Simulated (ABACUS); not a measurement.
GaN in ABACUS: the effect of functional

Crystal: GaN.

```
CELL_PARAMETERS angstrom
0.00000 2.25350 2.25350
2.25350 0.00000 2.25350
2.25350 2.25350 0.00000
ATOMIC_POSITIONS crystal
Ga 0.00000 0.00000 0.00000
N 0.25000 0.25000 0.25000
```

The cell is a database's computed one.

Alike in all runs:

```yaml
Program: ABACUS 3.10.1
Task: equation of state
Potentials_or_basis: SG15 ONCV 1.2 PBE
Cutoff: 1143 eV
Density_cutoff: 4572 eV
Basis: plane waves
k_mesh: 7 × 7 × 7
Occupations: fermi-dirac, width 0.05 eV
Spin: no spin polarisation
```

One run gave: V0 of scaled cells 11.71 Å³/atom; B0 179 GPa. Which functional did it use?
A. WC
B. PBEsol
C. RPBE
D. SCAN
E. TPSS

E.

| functional | V0 of scaled cells (Å³/atom) | B0 (GPa) |
| --- | --- | --- |
| LDA | 11.18 | 196 |
| PBEsol | 11.46 | 186 |
| WC | 11.48 | 185 |
| RPBE | 12.05 | 162 |
| SCAN | 11.31 | 191 |
| TPSS | 11.71 | 179 |

Caveats: the potentials were made for another functional, which shifts forces and pressure.

Runs at the PBE level aren't shown here.
